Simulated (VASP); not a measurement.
# A slab model of a single sheet of MoS2, part 2 of 2

Aim: model a single sheet of MoS2 by a slab and find how far its highest filled level lies below the vacuum.

VASP 6.6.1; PBE with D3(BJ), no spin polarisation; plane waves and PAW (S, Mo).

So far. Step 2 (Surface relaxation): The run ended after 2 ionic steps, 0.000 eV below its first step, once the forces on the free atoms met EDIFFG = -0.03.

### 3. Vacuum level and density of states

A static run writes the electrostatic potential without exchange and correlation (LVHAR), which is flat in the vacuum and gives the level to count from. The dipole correction cancels the field that unlike faces would set up across the vacuum.

INCAR reads:

```
SYSTEM = MoS2
PREC = Normal
ENCUT = 300
EDIFF = 1E-06
NELM = 120
ISMEAR = 0
SIGMA = 0.05
LREAL = .FALSE.
ALGO = Fast
GGA = PE
IVDW = 12
NBANDS = 22
LASPH = .TRUE.
LORBIT = 11
LWAVE = .FALSE.
LCHARG = .TRUE.
IDIPOL = 3
LDIPOL = .TRUE.
DIPOL = 0.5 0.5 0.5
LVHAR = .TRUE.
LVACPOTAV = .TRUE.
LELF = .TRUE.
NEDOS = 1500
```

POSCAR reads:

```
MoS2
1.0
    3.1690000000      0.0000000000      0.0000000000
   -1.5845000000      2.7444345050      0.0000000000
    0.0000000000      0.0000000000     18.1302960000
S Mo
2 1
Direct
    0.6666666670      0.3333333330      0.5862465663
    0.6666666670      0.3333333330      0.4137534337
    0.3333333330      0.6666666670      0.5000000000
```

KPOINTS reads:

```
Automatic mesh
0
Gamma
9 9 1
0 0 0
```

KPOINTS_OPT reads:

```
Line mode
14
Line-mode
Reciprocal
  0.00000000   0.00000000   0.00000000 GAMMA
  0.50000000   0.00000000   0.00000000 M

  0.50000000   0.00000000   0.00000000 M
  0.33333333   0.33333333   0.00000000 K

  0.33333333   0.33333333   0.00000000 K
  0.00000000   0.00000000   0.00000000 GAMMA
```

The projector-augmented-wave data sets are S and Mo (PBE family, release 64).

Started as:

```
mpirun -np 2 vasp_std
```

Output:

```text
[banner, memory and clock lines left out]
running    2 mpi-ranks, on    1 nodes
 distrk:  each k-point on    2 cores,    1 groups
 distr:  one band on    1 cores,    2 groups

 POSCAR found type information on POSCAR S Mo
 POSCAR found :  2 types and       3 ions
 LDA part: xc-table for (Slater+PW92), standard interpolation
 POSCAR, INCAR and KPOINTS ok, starting setup
 FFT: planning ... GRIDC
 FFT: planning ... GRID_SOFT
 FFT: planning ... GRID
 WAVECAR not read
 entering main loop
       N       E                     dE             d eps       ncg     rms          rms(c)
DAV:   1     0.818323598463E+02    0.81832E+02   -0.47845E+03   528   0.404E+02
DAV:   2    -0.152087763725E+02   -0.97041E+02   -0.91511E+02   698   0.120E+02
DAV:   3    -0.231997914005E+02   -0.79910E+01   -0.78793E+01   662   0.375E+01
DAV:   4    -0.233514781364E+02   -0.15169E+00   -0.15158E+00   734   0.603E+00
DAV:   5    -0.233554425717E+02   -0.39644E-02   -0.39643E-02   686   0.910E-01    0.264E+01
RMM:   6    -0.221914665350E+02    0.11640E+01   -0.29174E+00   598   0.638E+00    0.969E+00
RMM:   7    -0.219911712874E+02    0.20030E+00   -0.72314E-01   561   0.342E+00    0.754E+00
RMM:   8    -0.217963546802E+02    0.19482E+00   -0.41078E-01   625   0.260E+00    0.120E+00
RMM:   9    -0.217850768233E+02    0.11278E-01   -0.38809E-02   692   0.110E+00    0.397E-01
RMM:  10    -0.217846158672E+02    0.46096E-03   -0.65067E-03   709   0.384E-01    0.229E-01
RMM:  11    -0.217844000927E+02    0.21577E-03   -0.11717E-03   677   0.172E-01    0.127E-01
RMM:  12    -0.217843110359E+02    0.89057E-04   -0.43792E-04   696   0.929E-02    0.236E-02
RMM:  13    -0.217844491820E+02   -0.13815E-03   -0.18624E-04   710   0.577E-02    0.624E-02
RMM:  14    -0.217845151904E+02   -0.66008E-04   -0.78324E-05   726   0.367E-02    0.139E-02
RMM:  15    -0.217845480467E+02   -0.32856E-04   -0.15788E-05   745   0.175E-02    0.643E-03
RMM:  16    -0.217845867443E+02   -0.38698E-04   -0.12551E-05   724   0.118E-02    0.796E-03
RMM:  17    -0.217846253365E+02   -0.38592E-04   -0.38845E-06   701   0.790E-03    0.230E-03
RMM:  18    -0.217846516415E+02   -0.26305E-04   -0.16901E-06   632   0.452E-03    0.394E-03
RMM:  19    -0.217846689607E+02   -0.17319E-04   -0.12015E-06   624   0.429E-03    0.984E-04
RMM:  20    -0.217846718543E+02   -0.28936E-05   -0.18468E-07   593   0.185E-03    0.754E-04
RMM:  21    -0.217846732759E+02   -0.14216E-05   -0.32457E-08   518   0.889E-04    0.939E-04
RMM:  22    -0.217846737664E+02   -0.49051E-06   -0.97885E-09   471   0.706E-04
|                                                                             |
|           W    W    AA    RRRRR   N    N  II  N    N   GGGG   !!!           |
|           W    W   A  A   R    R  NN   N  II  NN   N  G    G  !!!           |
|           W    W  A    A  R    R  N N  N  II  N N  N  G       !!!           |
|           W WW W  AAAAAA  RRRRR   N  N N  II  N  N N  G  GGG   !            |
|           WW  WW  A    A  R   R   N   NN  II  N   NN  G    G                |
|           W    W  A    A  R    R  N    N  II  N    N   GGGG   !!!           |
|                                                                             |
|     Did not find any points to average over, which means that no vacuum     |
|     field-free region was found. Please increase the size of  your cell     |
|     in the dimension of the dipole correction to obtain accurate            |
|     workfunction values.                                                    |
|                                                                             |

   1 F= -.22735209E+02 E0= -.22735209E+02  d E =-.211207E-10
 Start KPOINTS_OPT (optional k-point list driver)
k-point batch [1-12\42]
       N       E                     dE             ncg
DAV:   1    -0.341979325472E+03   -0.26432E+04      536
DAV:   2    -0.142990644824E+04   -0.10879E+04      648
DAV:   3    -0.152278544238E+04   -0.92879E+02      660
DAV:   4    -0.152447792561E+04   -0.16925E+01      698
DAV:   5    -0.152451635794E+04   -0.38432E-01      684
DAV:   6    -0.152451802241E+04   -0.16645E-02      738
DAV:   7    -0.152451807385E+04   -0.51440E-04      680
DAV:   8    -0.152451807654E+04   -0.26948E-05      546
DAV:   9    -0.152451807664E+04   -0.95745E-07      474
[...]
k-point batch [37-42\42]
       N       E                     dE             ncg
DAV:   1     0.218295019665E+04   -0.55143E+03      272
DAV:   2     0.165345149201E+04   -0.52950E+03      306
DAV:   3     0.160534749411E+04   -0.48104E+02      330
DAV:   4     0.160447980033E+04   -0.86769E+00      326
DAV:   5     0.160445191874E+04   -0.27882E-01      344
DAV:   6     0.160445054041E+04   -0.13783E-02      376
DAV:   7     0.160445051211E+04   -0.28297E-04      344
DAV:   8     0.160445051041E+04   -0.17010E-05      276
DAV:   9     0.160445051036E+04   -0.47952E-07      240
```

The job ended after 12 s (2 MPI ranks of AMD EPYC 9R45, shared host; peak memory 0.26 GiB; 24 s of CPU time).

From OUTCAR (step 3):

```text
The static configuration has the point symmetry D_3h.

 Found     12 irreducible k-points:

   k-points           NKPTS =     12   k-points in BZ     NKDIM =     12   number of bands    NBANDS=     22

   NELECT =      18.0000    total number of electrons

 dipolmoment           0.000000      0.000000      0.000000 electrons x Angstroem

 E-fermi :  -1.9587

 k-point     1 :       0.0000    0.0000    0.0000
  band No.  band energies     occupation
    ...
      5      -4.7581      2.00000
      6      -3.9457      2.00000
      7      -3.6301      2.00000
      8      -3.6301      2.00000
      9      -2.2163      2.00000
     10       0.6620      0.00000
     11       0.6620      0.00000
     12       0.8875      0.00000
     13       0.8875      0.00000
     14       3.2034      0.00000
    ...

 k-point     2 :       0.1111   -0.0000    0.0000
  band No.  band energies     occupation
    ...
      5      -4.6327      2.00000
      6      -4.5654      2.00000
      7      -3.9102      2.00000
      8      -3.2417      2.00000
      9      -2.3126      2.00000
     10       0.4371      0.00000
     11       0.4613      0.00000
     12       0.6896      0.00000
     13       0.9580      0.00000
     14       3.4943      0.00000
    ...

 Edisp (eV)   -0.95054

  Total      -0.66523    -0.66523    -0.23363     0.00000    -0.00000     0.00000
  in kB      -6.75934    -6.75934    -2.37386     0.00000    -0.00000     0.00000
  external pressure =       -5.30 kB  Pullay stress =        0.00 kB

 POSITION                                       TOTAL-FORCE (eV/Angst)
 -----------------------------------------------------------------------------------
      1.58450      0.91481     10.62882         0.000000      0.000000     -0.008560
      1.58450      0.91481      7.50147         0.000000     -0.000000      0.008560
     -0.00000      1.82962      9.06515        -0.000000      0.000000      0.000000
 -----------------------------------------------------------------------------------
    total drift:                               -0.000005      0.000003      0.000000

  FREE ENERGIE OF THE ION-ELECTRON SYSTEM (eV)
  ---------------------------------------------------
  free  energy   TOTEN  =       -22.7352091480 eV

  energy  without entropy=      -22.7352091479  energy(sigma->0) =      -22.73520915

 vacuum level on the upper side and lower side of the slab         3.752         3.752

 total charge
# of ion       s       p       d       tot
------------------------------------------
    1        1.364   2.340   0.000   3.704
    2        1.364   2.340   0.000   3.704
    3        0.420   0.608   4.448   5.476
--------------------------------------------------
tot          3.148   5.287   4.448  12.883

[... 7 parts as in an earlier step ...]

[... 5 further parts left out ...]
```

This step gave:

```
electronic cycles                                 : 22
Fermi energy                                      : -1.959 eV
least gap on mesh and path                        : 1.719 eV
least direct gap on mesh and path                 : 1.719 eV
vacuum levels                                     : 3.752, 3.752 eV
ionisation potentials of the upper and lower face : 5.919, 5.919 eV
electron affinities of the upper and lower face   : 4.200, 4.200 eV
```

Electronic bands along the path, in eV, zero at the valence-band top; v1 is the highest filled band, c1 the lowest empty one:

| point | v4 | v3 | v2 | v1 | c1 | c2 | c3 | c4 |
| --- | --- | --- | --- | --- | --- | --- | --- | --- |
| Γ | -1.78 | -1.46 | -1.46 | -0.05 | 2.83 | 2.83 | 3.05 | 3.05 |
| 0.46 of the way | -2.36 | -1.85 | -1.25 | -0.64 | 2.17 | 2.45 | 2.84 | 3.73 |
| M | -3.15 | -1.89 | -0.91 | -0.64 | 2.25 | 2.77 | 3.96 | 4.32 |
| 0.46 of the way | -3.16 | -2.20 | -1.89 | -0.32 | 2.19 | 3.01 | 3.57 | 4.41 |
| K | -3.57 | -2.90 | -2.18 | 0.00 | 1.72 | 3.04 | 3.56 | 4.94 |
| 0.46 of the way | -3.27 | -2.02 | -1.11 | -0.80 | 1.95 | 2.52 | 2.78 | 4.30 |
| Γ | -1.78 | -1.46 | -1.46 | -0.05 | 2.83 | 2.83 | 3.05 | 3.05 |

Of the projections kept (S, Mo), the largest for each band there; the rest of the weight can lie on other orbitals:

| point | v4 | v3 | v2 | v1 | c1 | c2 | c3 | c4 |
| --- | --- | --- | --- | --- | --- | --- | --- | --- |
| Γ | S 0.90 | Mo 0.65 | Mo 0.65 | Mo 0.81 | S 0.52 | S 0.52 | S 0.60 | S 0.60 |
| M | Mo 0.60 | S 0.70 | S 0.78 | Mo 0.73 | Mo 0.96 | Mo 0.91 | Mo 0.64 | Mo 0.60 |
| K | S 0.59 | S 0.80 | S 0.60 | Mo 0.85 | Mo 0.92 | Mo 0.78 | Mo 0.80 | Mo 0.70 |
| Γ | S 0.90 | Mo 0.65 | Mo 0.65 | Mo 0.81 | S 0.52 | S 0.52 | S 0.60 | S 0.60 |

The density of states has structure finer than the step of the table below, so its rows give means over 1 eV, whole bins alone (the curve runs from -12.0 to 9.63 eV). Peaks (eV: height): total -3.8: 8.68, -1.8: 9.00, 8.2: 8.54, 9.2: 8.08; S s -3.8: 0.379, 2.9: 0.162, 8.2: 0.220, 8.6: 0.237; S p -5.1: 2.34, -3.8: 2.83, -3.1: 2.52, -1.8: 3.53; Mo s -3.8: 0.535, 7.2: 0.431, 8.6: 0.441, 8.9: 0.574; Mo p -3.8: 0.322, -1.8: 0.491, 8.6: 0.503, 8.9: 0.277.

Means over bins of 0.077 eV. Density of states against energy, zero at the valence-band top; means over each step; values in states/eV/cell:

| energy (eV) | total | S s | S p | Mo s | Mo p | Mo d |
| --- | --- | --- | --- | --- | --- | --- |
| -7 | 0 | 0 | 0 | 0 | 0 | 0 |
| -6 | 0.356 | 0.00480 | 0.111 | 0.0401 | 0.00821 | 0.0510 |
| -5 | 2.68 | 0.0288 | 0.849 | 0.105 | 0.0755 | 0.678 |
| -4 | 2.27 | 0.0934 | 0.732 | 0.116 | 0.0871 | 0.506 |
| -3 | 2.55 | 0.0192 | 0.889 | 0.0190 | 0.0764 | 0.838 |
| -2 | 2.89 | 0.0342 | 1.12 | 0.0126 | 0.114 | 0.815 |
| -1 | 2.40 | 0.0210 | 0.796 | 0.0105 | 0.112 | 0.826 |
| 0 | 0.795 | 0.00371 | 0.127 | 0.00705 | 0.0117 | 0.486 |
| 1 | 0 | 0 | 0 | 0 | 0 | 0 |
| 2 | 2.38 | 0.0139 | 0.372 | 0.0167 | 0.0243 | 1.49 |
| 3 | 3.32 | 0.0567 | 0.609 | 0.0171 | 0.0323 | 1.87 |
| 4 | 1.83 | 0.0347 | 0.486 | 0 | 0.00557 | 0.854 |
| 5 | 0.466 | 0.0219 | 0.0928 | 6.5e-4 | 5.3e-4 | 0.242 |
| 6 | 1.04 | 0.0112 | 0.0307 | 0.0593 | 0.0138 | 0.0321 |
| 7 | 2.15 | 0.0320 | 0.0765 | 0.123 | 0.0719 | 0.0930 |
| 8 | 2.32 | 0.0473 | 0.0872 | 0.104 | 0.0670 | 0.0614 |
| 9 | 3.37 | 0.0656 | 0.176 | 0.132 | 0.129 | 0.144 |

Zero at the Fermi level. Table of planar average of the electrostatic potential by height:

| height (Å) | planar average of the electrostatic potential (eV) |
| --- | --- |
| 0.0 | 5.71 |
| 0.5 | 5.71 |
| 1.0 | 5.71 |
| 1.5 | 5.71 |
| 2.0 | 5.71 |
| 2.5 | 5.71 |
| 3.0 | 5.71 |
| 3.5 | 5.71 |
| 4.0 | 5.71 |
| 4.5 | 5.71 |
| 5.0 | 5.69 |
| 5.5 | 5.62 |
| 6.0 | 5.26 |
| 6.5 | 3.51 |
| 7.0 | -5.28 |
| 7.5 | -14.3 |
| 8.0 | -8.43 |
| 8.5 | -5.91 |
| 9.0 | -8.40 |
| 9.5 | -6.75 |
| 10.0 | -6.39 |
| 10.5 | -13.9 |
| 11.0 | -8.78 |
| 11.5 | 2.46 |
| 12.0 | 5.03 |
| 12.5 | 5.57 |
| 13.0 | 5.68 |
| 13.5 | 5.71 |
| 14.0 | 5.71 |
| 14.5 | 5.71 |
| 15.0 | 5.71 |
| 15.5 | 5.71 |
| 16.0 | 5.71 |
| 16.5 | 5.71 |
| 17.0 | 5.71 |
| 17.5 | 5.71 |
| 18.0 | 5.71 |

Density of states in the PAW spheres, an atom over height of the layer and energy from the Fermi level.

Values in states/eV, 22 rows by 3 columns, each cell a mean:
```
0.00 0.00 0.00
0.00 0.05 0.00
0.12 0.91 0.12
0.21 1.42 0.21
0.52 0.98 0.52
0.38 0.33 0.38
0.94 1.21 0.94
0.35 0.74 0.35
0.26 0.70 0.26
0.62 1.22 0.62
0.49 1.00 0.49
0.57 0.99 0.57
0.45 0.77 0.45
0.19 0.31 0.19
0.41 0.76 0.41
0.52 1.09 0.52
0.20 0.37 0.20
0.00 0.00 0.00
0.00 0.00 0.00
0.00 0.00 0.00
0.00 0.00 0.00
0.00 0.00 0.00
```
Columns: height of the layer (Å) from 7.5 to 10.6; rows upwards: energy from the Fermi level (eV) from -7.9 to 0.5.

Electrostatic potential energy in the ca plane at fractional y = 0.333, with atoms of S within 0.2 Å of it. With pseudopotentials it is smooth inside the atoms' cores, unlike the true potential.

Ten even steps from '0' (-66 eV) to '9' (4 eV), each cell a mean:
```
99999999999999999757888886589999999999999999
99999999999999997101799840049999999999999999
99999999999999996000699830028999999999999999
99999999999999997202799850059999999999999999
99999999999999999767888887689999999999999999
99999999999999999999877889999999999999999999
99999999999999999999877889999999999999999999
99999999999999999999887889999999999999999999
```
Columns run along c (18.1 Å; values clipped at the 3rd and 97th percentile), rows up along a (3.2 Å). Atoms in or near the plane, at fractional coordinates: S at (0.59, 0.67), S at (0.41, 0.67).

ELF in the ca plane at fractional y = 0.333, with atoms of S within 0.2 Å of it. It is the smooth field of the valence electrons, not physical close to the nuclei.

Ten even steps from '0' (0.00) to '9' (0.94), each cell a mean:
```
00000000000013578888632478898642000000000000
00000000000003799867742576799863000000000000
00000000000013899845742574599863000000000000
00000000000023799977732587799862000000000000
00000000000003468888622478887522000000000000
00000000000000013454211234432100000000000000
00000000000010000122111112210000000000000000
00000000000001124565322246553100000000000000
```
Columns run along c (18.1 Å), rows up along a (3.2 Å). Atoms in or near the plane, at fractional coordinates: S at (0.59, 0.67), S at (0.41, 0.67).

Valence density in the ca plane at fractional y = 0.333, with atoms of S within 0.2 Å of it. It is the smooth field of the valence electrons, not physical close to the nuclei.

Values in units of 1e-1 e/Å³, 5 rows by 16 columns, each cell a mean:
```
0.0 0.0 0.0 0.0 0.0 1.3 8.3 5.7 4.5 9.0 2.2 0.1 0.0 0.0 0.0 0.0
0.0 0.0 0.0 0.0 0.0 2.3 7.2 6.9 5.6 7.1 4.0 0.1 0.0 0.0 0.0 0.0
0.0 0.0 0.0 0.0 0.0 1.3 8.3 5.8 4.6 8.9 2.3 0.1 0.0 0.0 0.0 0.0
0.0 0.0 0.0 0.0 0.0 0.3 2.3 3.3 3.4 2.7 0.5 0.0 0.0 0.0 0.0 0.0
0.0 0.0 0.0 0.0 0.0 0.3 2.2 3.2 3.4 2.5 0.5 0.0 0.0 0.0 0.0 0.0
```
Columns run along c (18.1 Å), rows up along a (3.2 Å). Atoms in or near the plane, at fractional coordinates: S at (0.59, 0.67), S at (0.41, 0.67).

The map of layer states is cut here 0.5 eV above the Fermi level, so it leaves out the states above that.

The vacuum level lies 5.92 eV above the highest filled level at the upper face; both faces agree, as the slab has next to no dipole.

The program found no field-free point at its default tolerance, but its printed level agrees with the flat part of the planar average.

### 4. Derived quantities

This step: slab, PBE + D3(BJ); plane waves and PAW (VASP 6.6.1).

No new run; the numbers come from the runs before.

This step gave:

* ionisation potential at the upper face: 5.919 eV

### 5. Outcome

| Property | Result |
| --- | --- |
| ionisation potential of the slab | 5.92 eV |

**Reading.** The ionisation potential is 5.92 eV at both faces. The atoms hardly moved within the symmetry of the start. Semilocal band edges put the ionisation potential too low and the gap too small. The cell in the plane was kept as given and was not relaxed here. The slab has a gap, so the level below the vacuum is counted from the highest filled level.

[Lines on the potential files, build, host, timing and source positions are cut from VASP's logs without a mark.]

[Logs are printed without paths, hosts, clocks, repeated set-up lines and the standing remarks that a program may print on its own settings, such as how far it seeks lower states.]

[Hosts, paths, dates, database ids (printed as entryN), source tags and the programs' standing remarks are cut or masked in the printed files.]

[In band tables of VASP the shares of atoms and orbitals are scaled to a sum of 1 inside the atoms' spheres.]

[Runs that stopped without an error message from VASP are left out.]
